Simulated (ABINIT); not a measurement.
GaN: single point with revPBE

**Measured values to compare with.**

A printed reference work, textbook reports, for a bulk crystal of GaN at 0 K: band gap 3.299 eV (direct).

Crystal: GaN.

```
CELL_PARAMETERS angstrom
0.00000 2.25350 2.25350
2.25350 0.00000 2.25350
2.25350 2.25350 0.00000
ATOMIC_POSITIONS crystal
Ga 0.00000 0.00000 0.00000
N 0.25000 0.25000 0.25000
```

The cell is a database's computed one.

| Quantity | Value |
| --- | --- |
| Program | ABINIT 10.8.3 (patched build) |
| Task | single point |
| Functional | revPBE |
| Potentials or basis | JTH PAW PBE v2.0 |
| Cutoff | 844 eV |
| k mesh | 10 × 10 × 10 |
| Occupations | fermi-dirac, width 0.05 eV |
| Spin | no spin polarisation |

```yaml
Pressure: 8.7 GPa
Band_gap_on_the_k_mesh: 1.73 eV, direct
Valence_electrons_inside_the_program's_atomic_spheres: Ga 11.18; N 2.57
```

Levels at points of the mesh, in eV from the valence-band top:
```
           k point  band 6  band 7  band 8  band 9  band 10  band 11  band 12  band 13
(0.00, 0.00, 0.00)  -13.14    0.00    0.00    0.00     1.73    10.35    10.35    10.35
(0.50, 0.00, 0.00)  -11.91   -7.01   -0.97   -0.97     4.68     8.77    10.39    10.39
(0.50, 0.50, 0.00)  -11.49   -6.10   -2.70   -2.70     3.38     6.71    11.78    14.02
```

Wall time 24 s on 1 thread of Arm Neoverse V2 (shared host), peak memory 0.12 GiB.

Measured gap of GaN: 3.299 eV (direct; 0 K; a printed reference work, textbook). This calculation gives 1.73 eV (-1.57 eV). Spin-orbit coupling on Ga is left out. The value is that of revPBE, without temperature or zero-point motion. Semilocal functionals fall short of measured gaps as a rule. The cell is a database's relaxed one, not the measured one, which moves gaps too.

Caveat: the PAW data sets were made with another functional, which shifts forces and pressure a little.
